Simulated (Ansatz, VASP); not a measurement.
**Si: VASP beside Ansatz**

INCAR

```
SYSTEM = Si
PREC = Accurate
ENCUT = 520
EDIFF = 1E-6
ISMEAR = 0
SIGMA = 0.05
LREAL = .False.
LASPH = .True.
NELM = 100
ALGO = Normal
ISIF = 2
LWAVE = .False.
LCHARG = .False.
GGA = CA
NBANDS = 11
```

File KPOINTS:

```
regular mesh
0
Gamma
  12 12 12
  0 0 0
```

POSCAR

```
Si
1.0
    0.0000000000      2.7319641121      2.4494790229
    2.7319641121      0.0000000000      2.4494790229
    2.7319641121      2.7319641121      0.0000000000
Si
2
Direct
    0.5000000000      0.5000000000      0.5000000000
    0.7500000000      0.7500000000      0.7500000000
```

Input for Ansatz:

```yaml
crystal:
  lattice:
    - [0.0, 2.7319641121, 2.4494790229]
    - [2.7319641121, 0.0, 2.4494790229]
    - [2.7319641121, 2.7319641121, 0.0]
  atoms:
    - { symbol: Si, position: [0.5, 0.5, 0.5] }
    - { symbol: Si, position: [0.75, 0.75, 0.75] }
basis:
  ecutwfc: 420
kpoints:
  mp_grid: { grid: [12, 12, 12] }
hamiltonian:
  xc: lda
  pseudopotentials: { kind: paw, azcp: { folder: soft_1 } }
scf:
  occupations: { method: gaussian, width: 0.05 }
output:
  forces: true
  stress: true
  eigenvalues: true
```

Alike in both runs: task single point; functional LDA; k mesh 12 × 12 × 12; occupations gaussian, width 0.05 eV; no spin polarisation.

```csv
,VASP,Ansatz
version,VASP 6.6.1,Ansatz 0.2.0
potentials or method,"VASP PAW LDA potentials, release 64 (Si)","scalar-relativistic, plane waves, PAW"
plane-wave cutoff (eV),520,420
valence electrons in the cell,8,8
```

VASP gave:

* gap on the k mesh at the Fermi level (eV): none
* pressure (GPa): 7.8
* largest component of the traceless stress (GPa): 4.76

Task: What did Ansatz give for the same quantities?

Result: gap on the k mesh at the Fermi level (eV): none; pressure (GPa): 7.7; largest component of the traceless stress (GPa): 4.76.

A gap of «none» marks a metal or a gap that the smearing closes. Ansatz warned: «pseudo_functional_mismatch».
